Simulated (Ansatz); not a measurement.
The system is SiC (Moissanite).

```
Si C
1.0
     3.07600    0.00000    0.00000
    -1.53800    2.66389    0.00000
     0.00000    0.00000    5.04800
Si C
2 2
Cartesian
  1.5380 0.8880 2.5240
  0.0000 1.7759 0.0000
  1.5380 0.8880 4.4675
  0.0000 1.7759 1.9435
```

Base run:

```yaml
Program: Ansatz 0.2.0
Functional: PBEsol
Potentials_or_basis: Ansatz PAW
Cutoff: "420 eV (not typed: the program's choice for these potentials)"
k_mesh: 10 × 10 × 5
Occupations: fermi-dirac, width 0.05 eV
Spin: no spin polarisation
```

Its results: band gap on the k mesh 2.33 eV, indirect (least direct gap 3.96 eV); pressure 0.3 GPa; largest force 0.747 eV/Å.

Q: The run is repeated on the same cell with these changes: functional from PBEsol to r2SCAN; cutoff from 420 eV (not typed: the program's choice for these potentials) to 500 eV (not typed: the program's choice for these potentials). What comes out?

A: Band gap on the k mesh 2.85 eV, indirect (least direct gap 4.58 eV); pressure 0.2 GPa; largest force 0.773 eV/Å.

r2SCAN gives the wider gap, since meta-GGAs in the generalised Kohn-Sham scheme recover part of the derivative discontinuity.

Caveats: the k mesh misses the band edges, so the gap on the mesh is wider than the one along the path; the PAW data sets come from PBE, with cores solved anew for the run's functional, which leaves a small shift of forces and pressure.
